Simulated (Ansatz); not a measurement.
An input for Ansatz 0.2.0 (MgO (Periclase)):

```yaml
crystal:
  lattice:
    - [0.0, 2.1085, 2.1085]
    - [2.1085, 0.0, 2.1085]
    - [2.1085, 2.1085, 0.0]
  atoms:
    - { symbol: Mg, position: [0.0, 0.0, 0.0] }
    - { symbol: O, position: [0.5, 0.5, 0.5] }
  host: atoms
kpoints:
  mp_grid: { grid: [6, 6, 6] }
  band_path:
    path:
      - [0.0, 0.0, 0.0]
      - [0.5, 0.0, 0.5]
      - [0.625, 0.25, 0.625]
      - [0.375, 0.375, 0.75]
      - [0.5, 0.5, 0.5]
      - [0.5, 0.25, 0.75]
    npoints: 1
hamiltonian:
  xc:
    exchange: pbe
    correlation: pbe
    exx: { coeff: inverse_dielectric }
scf:
  occupations: { method: fixed }
  n_extra_bands: 4
output:
  eigenvalues: true
```

The database entry behind the starting cell differs from later determinations by our own check (about 0.1 % long), so it need not match the best structure at ambient conditions.

```sh
ansatz run input.yaml --threads 3 --pin off --max-ram 92160MiB --backend cuda --events-out ev --progress --plain --runs-dir out --devices 1 --max-vram 13GiB  # rebuilt from the run's record
```

**Question.** Estimate wall time and host memory on 1 × NVIDIA H100 80GB HBM3 (shared by 6 runs) with 3 threads of AMD EPYC 7R13 (Zen 3), shared host.

It took 16 s; on shared hardware allow 8.1 s to 32 s. Peak host memory was 1.1 GiB. The sizes that set the cost: 339 plane waves a state, 16 irreducible k points and 11 SCF cycles.

Exact exchange couples every pair of k points and filled bands, so it costs far more than a semilocal run.

[Paths, hosts, dates, memory and timing lines, banners, echoed tables and standing remarks are left out of the program output.]

[Logs are printed without paths, hosts, clocks, repeated set-up lines and the standing remarks that a program may print on its own settings, such as how far it seeks lower states.]

[Runs of the session that timed out or met a known fault of the program may be left out.]

[Cells called generated may have been cut or substituted from an entry of the Crystallography Open Database or the Materials Project.]

[Hosts, paths, dates, database ids (printed as entryN), source tags and the programs' standing remarks are cut or masked in the printed files.]
